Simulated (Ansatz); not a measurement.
The system is GaSb.

```
Sb Ga
1.0
     0.00000    3.05900    3.05900
     3.05900    0.00000    3.05900
     3.05900    3.05900    0.00000
Sb Ga
1 1
Direct
  0.75000 0.75000 0.75000
  0.00000 0.00000 0.00000
```

Program: Ansatz 0.2.0. Alike in all runs: potentials or basis Ansatz PAW; no spin polarisation; cell as given; smearing fermi-dirac 0.05 eV.

Task: Order these runs on this cell by their pressure, lowest first.
A. level r2SCAN0; k mesh 4 × 4 × 4; cutoff (eV) 500; points for each segment of the path 4; mesh quality coarse
B. level rPW86-PBE; k mesh 8 × 8 × 8; cutoff (eV) 420; points for each segment of the path 14; mesh quality not flagged
C. level PBE; k mesh 8 × 8 × 8; cutoff (eV) 800; mesh quality not flagged

Result: A (-0.5 GPa), C (2.3 GPa), B (4.8 GPa).

Caveats: some runs use coarse meshes; the PAW data sets come from PBE, with cores solved anew for the run's functional, which leaves a small shift of forces and pressure (some runs); the thresholds are loose for stress (some runs).
